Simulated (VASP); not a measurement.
# ZrS2 in VASP: further runs, part 2 of 2

VASP 6.6.1. Earlier steps stand in the parts before.

### Step 3. Single point, LDA

This run uses another cell than the first one, of 70.31 Å³/atom, 1.202 times its volume.

Contents of INCAR:

```
PREC = Accurate
ENCUT = 400
EDIFF = 1E-7
ISMEAR = 0
SIGMA = 0.05
LREAL = False
LASPH = True
NELM = 120
ALGO = Normal
ISIF = 2
LWAVE = False
LCHARG = False
LDIPOL = True
IDIPOL = 3
DIPOL = 0.5 0.5 0.500
NBANDS = 23
LVHAR = True
LVACPOTAV = True
```

Contents of KPOINTS:

```
regular mesh
0
Gamma
  7 7 1
```

Contents of POSCAR:

```
ZrS2
1.0
    3.6913825500      0.0000000000      0.0000000000
   -1.8456912700      3.1968310600      0.0000000000
    0.0000000000      0.0000000000     17.8744649004
S Zr
2 1
Direct
    0.6666666667      0.3333333333      0.4195929804
    0.3333333333      0.6666666667      0.5804070196
    0.0000000000      0.0000000000      0.5000000000
```

Potentials or basis: VASP PAW LDA potentials, release 64 (S, Zr_sv).

Launch:

```sh
cat potpaw_LDA.64/S/POTCAR potpaw_LDA.64/Zr_sv/POTCAR > POTCAR
mpirun -np 1 vasp_std > vasp.out
```

OUTCAR:

```text
PREC = Accurate
   ENCUT = 400
   EDIFF = 1E-7
   ISMEAR = 0
   LREAL = False
   LASPH = True
   NELM = 120
   ISIF = 2

 Found      8 irreducible k-points:

 Following reciprocal coordinates:
            Coordinates               Weight
  0.000000  0.000000  0.000000      1.000000
  0.142857  0.000000  0.000000      6.000000
  0.285714  0.000000  0.000000      6.000000
  0.428571  0.000000  0.000000      6.000000
  0.142857  0.142857  0.000000      6.000000
  0.285714  0.142857  0.000000     12.000000
   k-points           NKPTS =      8   k-points in BZ     NKDIM =      8   number of bands    NBANDS=     23
   number of dos      NEDOS =    301   number of ions     NIONS =      3
   total plane-waves  NPLWV =  69120
   dimension x,y,z NGX =    24 NGY =   24 NGZ =  120
   dimension x,y,z NGXF=    48 NGYF=   48 NGZF=  240
   ions per type =               2   1
   NGX,Y,Z   is equivalent  to a cutoff of  10.81, 10.81, 11.16 a.u.
   NGXF,Y,Z  is equivalent  to a cutoff of  21.62, 21.62, 22.32 a.u.
 SYSTEM =  unknown system
   PREC   = accura    normal or accurate (medium, high low for compatibility)
   ISTART =      0    job   : 0-new  1-cont  2-samecut
   ICHARG =      2    charge: 1-file 2-atom 10-const
   ISPIN  =      1    spin polarized calculation?
   LNONCOLLINEAR =      F non collinear calculations
   LSORBIT =      F    spin-orbit coupling
   LASPH  =      T    aspherical Exc in radial PAW
   ENCUT  =  400.0 eV  29.40 Ry    5.42 a.u.   6.02  6.02 29.15*2*pi/ulx,y,z
   NELM   =    120;   NELMIN=  2; NELMDL= -5     # of ELM steps
   EDIFF  = 0.1E-06   stopping-criterion for ELM
   LREAL  =      F    real-space projection
   EDIFFG = 0.1E-05   stopping-criterion for IOM
   NSW    =      0    number of steps for IOM
   IBRION =     -1    ionic relax: 0-MD 1-quasi-New 2-CG
   NFREE  =      0    steps in history (QN), initial steepest desc. (CG)
   ISIF   =      2    stress and relaxation
   ISYM   =      2    0-nonsym 1-usesym 2-fastsym
   POTIM  = 0.5000    time-step for ionic-motion
   TEBEG  =    0.0;   TEEND  =   0.0 temperature during run
   PSTRESS=    0.0 pullay stress
   NELECT =      24.0000    total number of electrons
   NUPDOWN=      -1.0000    fix difference up-down
   EMIN   =  10.00;   EMAX   =-10.00  energy-range for DOS
   EFERMI =   0.00;   METHOD = LEGACY
   ISMEAR =     0;   SIGMA  =   0.05  broadening in eV -4-tet -1-fermi 0-gaus
   EFERMI_NEDOS =   21; number of points for ismear=-14 and -15
   IALGO  =     38    algorithm
   IMIX   =      4    mixing-type and parameters
     AMIX     =   0.40;   BMIX     =  1.00
     AMIX_MAG =   1.60;   BMIX_MAG =  1.00
  volume/ion in A,a.u.               =      70.31       474.48
  Fermi-wavevector in a.u.,A,eV,Ry     =   0.793289  1.499098  8.562243  0.629307
  Thomas-Fermi vector in A             =   1.899195
   LORBIT       =      0    0 simple, 1 ext, 2 COOP (PROOUT), +10 PAW based schemes
   GGA     = CA    functional components
   LHFCALC =     F    Hartree Fock is set to
   AEXX    =    0.0000 exact exchange contribution
   IVDW    =     0    specifies the selected vdW correction
   LEPSILON=     F    determine dielectric tensor
   LRPA    =     F    only Hartree local field effects (RPA)
 non-spin polarized calculation
 Gauss-broadening in eV      SIGMA  =   0.05
  energy-cutoff  :      400.00
  volume of cell :      210.93
 maximum number of plane-waves:      3866
   NGX = 13   NGY = 13   NGZ = 59

 number of electron      24.0000001 magnetization

 dipolmoment           0.000000      0.000000     -0.000000 electrons x Angstroem

 Free energy of the ion-electron system (eV)
  ---------------------------------------------------
  ext. energy  EPLUGINS =         0.00000000
  ---------------------------------------------------
  free energy    TOTEN  =       -23.19455141 eV

  energy without entropy =      -23.19455141  energy(sigma->0) =      -23.19455141

 E-fermi :  -2.7805     XC(G=0):  -3.7312

 val. band max:       -3.0830526281   @ k =   0.0000   0.0000   0.0000
 cond. band min:      -1.9322714403   @ k =   0.4286   0.0000   0.0000
 fundamental gap:      1.1507811878
 Fermi energy:        -2.7804746449

 k-point     1 :       0.0000    0.0000    0.0000
  band No.  band energies     occupation
      1     -51.6779      2.00000
      2     -29.8943      2.00000
      3     -29.7472      2.00000
      4     -29.7472      2.00000
      5     -15.3825      2.00000
      6     -14.2034      2.00000
[... 15 lines left out ...]
     22       4.9819      0.00000
     23       5.3944      0.00000

 k-point     2 :       0.1429    0.0000    0.0000
  band No.  band energies     occupation
      1     -51.6745      2.00000
      2     -29.8840      2.00000
      3     -29.7959      2.00000
      4     -29.7577      2.00000
      5     -15.1825      2.00000
      6     -14.2363      2.00000
[... 15 lines left out ...]
     22       5.2687      0.00000
     23       5.6747      0.00000

 k-point     3 :       0.2857    0.0000    0.0000
  band No.  band energies     occupation
      1     -51.6669      2.00000
      2     -29.9040      2.00000
      3     -29.8597      2.00000
      4     -29.7810      2.00000
      5     -14.7306      2.00000
      6     -14.2774      2.00000
[... 15 lines left out ...]
     22       5.3714      0.00000
     23       6.4213      0.00000

 k-point     4 :       0.4286    0.0000    0.0000
  band No.  band energies     occupation
      1     -51.6608      2.00000
      2     -29.9876      2.00000
      3     -29.8413      2.00000
      4     -29.7996      2.00000
      5     -14.5411      2.00000
      6     -14.0835      2.00000
[... 15 lines left out ...]
     22       6.5944      0.00000
     23       6.7082      0.00000

 k-point     5 :       0.1429    0.1429    0.0000
  band No.  band energies     occupation
      1     -51.6690      2.00000
      2     -29.8674      2.00000
      3     -29.8666      2.00000
      4     -29.7815      2.00000
      5     -14.8441      2.00000
      6     -14.2846      2.00000
[... 15 lines left out ...]
     22       5.7181      0.00000
     23       6.1963      0.00000

 k-point     6 :       0.2857    0.1429    0.0000
  band No.  band energies     occupation
      1     -51.6621      2.00000
      2     -29.9480      2.00000
      3     -29.8465      2.00000
      4     -29.8163      2.00000
      5     -14.4705      2.00000
      6     -14.2520      2.00000
[... 15 lines left out ...]
     22       6.1129      0.00000
     23       6.7986      0.00000

 [... further k-points ...]
[... 5 lines left out ...]
  --------------------------------------------------------------------------------------
  -------------------------------------------------------------------------------------
  Total       -2.2241945     -2.2241944     -1.1896440     -0.0000000      0.0000000      0.0000000
  in kB      -16.8943523    -16.8943522     -9.0361993     -0.0000000      0.0000000      0.0000000
  external PRESSURE =     -14.2749679 kB  Pullay stress =       0.0000000 kB

 VOLUME and BASIS-vectors are now :
 -----------------------------------------------------------------------------
  energy-cutoff  :      400.00
  volume of cell :      210.93
      direct lattice vectors                 reciprocal lattice vectors
     3.691382550  0.000000000  0.000000000     0.270901210  0.156404886  0.000000000
    -1.845691270  3.196831060  0.000000000     0.000000000  0.312809774  0.000000000
     0.000000000  0.000000000 17.874464900     0.000000000  0.000000000  0.055945731

 POSITION                                       TOTAL-FORCE (eV/Angst)
 -----------------------------------------------------------------------------------
      1.84569      1.06561      7.50000         0.000000      0.000000      0.399264
      0.00000      2.13122     10.37446        -0.000000     -0.000000     -0.399264
      0.00000      0.00000      8.93723         0.000000      0.000000      0.000000
 -----------------------------------------------------------------------------------
    total drift:                                0.000000     -0.000000     -0.000000

  FREE ENERGIE OF THE ION-ELECTRON SYSTEM (eV)
  ---------------------------------------------------
  free  energy   TOTEN  =       -23.1945514093 eV

  energy  without entropy=      -23.1945514093  energy(sigma->0) =      -23.19455141

 vacuum level on the upper side and lower side of the slab         3.552         3.552
```

Run time: 14 s. Hardware: 1 thread of Intel Xeon 6975P-C (Granite Rapids), shared host; peak memory 0.2 GiB.

These settings aren't checked as converged: the numbers below hold their error.

What came out:

| Item | Value |
| --- | --- |
| Free energy | -23.1946 eV |
| Largest force | 0.399 eV/Å |
| Band gap on the k mesh | 1.15 eV, indirect (least direct gap 1.58 eV) |
| Ionisation potential of the upper face | 6.64 eV |

### Step 4. Single point, LDA

INCAR, as its differences from that of step 3:

```diff
@@ -1,3 +1,3 @@
 PREC = Accurate
-ENCUT = 400
+ENCUT = 500
 EDIFF = 1E-7
```

KPOINTS is that of step 3.

Contents of POSCAR:

```
ZrS2
1.0
    3.6913825500      0.0000000000      0.0000000000
   -1.8456912700      3.1968310600      0.0000000000
    0.0000000000      0.0000000000     14.8744649004
S Zr
2 1
Direct
    0.6666666667      0.3333333333      0.4033758552
    0.3333333333      0.6666666667      0.5966241448
    0.0000000000      0.0000000000      0.5000000000
```

Launch:

```sh
cat potpaw_LDA.64/S/POTCAR potpaw_LDA.64/Zr_sv/POTCAR > POTCAR
mpirun -np 1 vasp_std > vasp.out
```

Wall time 20 s (1 thread of Intel Xeon 6975P-C (Granite Rapids), shared host); peak memory 0.22 GiB.

The run converged, but some of its settings lie outside the range that counts as converged, so its numbers aren't taken as properties of the slab.

What came out:

```yaml
Free_energy: -23.1954 eV
Largest_force: 0.401 eV/Å
Band_gap_on_the_k_mesh: 1.15 eV, indirect (least direct gap 1.58 eV)
Ionisation_potential_of_the_upper_face: 6.64 eV
```

### Step 5. Single point, LDA

INCAR, as its differences from that of step 4:

```diff
@@ -1,3 +1,3 @@
 PREC = Accurate
-ENCUT = 500
+ENCUT = 600
 EDIFF = 1E-7
```

KPOINTS is that of step 4.

POSCAR is that of step 4.

Launch:

```sh
cat potpaw_LDA.64/S/POTCAR potpaw_LDA.64/Zr_sv/POTCAR > POTCAR
mpirun -np 1 vasp_std > vasp.out
```

It took 29 s on 1 thread of Intel Xeon 6975P-C (Granite Rapids), shared host; peak memory 0.26 GiB.

The run converged, but some of its settings lie outside the range that counts as converged, so its numbers aren't taken as properties of the slab.

Results:

```yaml
Free_energy: -23.1956 eV
Largest_force: 0.402 eV/Å
Band_gap_on_the_k_mesh: 1.15 eV, indirect (least direct gap 1.58 eV)
Ionisation_potential_of_the_upper_face: 6.64 eV
```

### Step 6. Single point, PBE

This run uses another cell than the first one, of 23.76 Å³/atom, 0.406 times its volume.

Contents of INCAR:

```
SYSTEM = ZrS2
ALGO     = Normal         ! electronic algorithm
EDIFF    = 1E-6           ! SCF threshold, eV
ENCUT    = 500            ! plane-wave cutoff, eV
GGA      = PE             ! functional
ISIF     = 2              ! what is computed and relaxed
ISMEAR   = 0              ! smearing method
LASPH    = .TRUE.         ! aspherical terms in the spheres
LCHARG   = .FALSE.        ! write CHGCAR
LREAL    = .FALSE.        ! projectors in reciprocal space
LWAVE    = .FALSE.        ! write WAVECAR
NELM     = 80             ! most SCF steps
PREC     = Accurate       ! precision mode
SIGMA    = 0.02           ! smearing width, eV
```

Contents of KPOINTS:

```
k-points
0
G
  4 4 3
  0 0 0
```

Contents of POSCAR:

```
ZrS2
1.0
    3.6913825498      0.0000000000      0.0000000000
   -1.8456912749      3.1968310632      0.0000000000
    0.0000000000      0.0000000000      6.0410770100
Zr S
1 2
Direct
    0.0000000000      0.0000000000      0.0000000000
    0.3333333333      0.6666666667      0.2379099700
    0.6666666667      0.3333333333      0.7620900300
```

Potentials or basis: VASP PAW PBE potentials, release 64 (Zr_sv_GW, S_GW).

Launch:

```sh
cat potpaw_PBE.64/Zr_sv_GW/POTCAR potpaw_PBE.64/S_GW/POTCAR > POTCAR
mpirun -np 1 vasp_std > vasp.out
```

It took 12 s on 1 thread of Intel Xeon Platinum 8375C at 2.90GHz (Ice Lake), shared host; peak memory 0.19 GiB.

Results (log left out):

* Free energy: -23.0977 eV
* Pressure: 0.5 GPa
* Largest force: 0.029 eV/Å
* Band gap on the k mesh: 1.11 eV, indirect (least direct gap 1.61 eV)

Forces on the atoms (eV/Å):
```
Zr   0.000  0.000  0.000
S    0.000  0.000  0.029
S    0.000  0.000 -0.029
```

Stress tensor (GPa, compression positive):
```
0.35 0.00 0.00
0.00 0.35 0.00
0.00 0.00 0.76
```

Levels at points of the mesh, in eV from the valence-band top:
```
           k point  band 9  band 10  band 11  band 12  band 13  band 14  band 15  band 16
(0.00, 0.00, 0.00)   -2.73    -0.04    -0.04     0.00     1.61     1.61     2.45     5.04
(0.50, 0.00, 0.00)   -2.41    -2.31    -1.60    -1.12     1.22     3.26     3.52     5.70
```

Caveat: the k mesh is coarse (spacing up to 0.49 Å⁻¹), so the values aren't converged; an odd mesh through Γ misses points on the zone boundary, where band edges often lie; this functional lacks dispersion, which binds the layers, so the pressure and a relaxed spacing across them are unreliable.

### Step 7. For comparison

An earlier run on the cell as given: functional PBE; potentials or basis VASP PAW PBE potentials, release 64 (Zr_sv, S); cutoff 520 eV; k mesh 8 × 8 × 5; occupations fermi-dirac, width 0.05 eV; no spin polarisation.

- Pressure: 0.5 GPa
- Largest force: 0.051 eV/Å
- Band gap on the k mesh: 1.06 eV, indirect (least direct gap 1.64 eV)
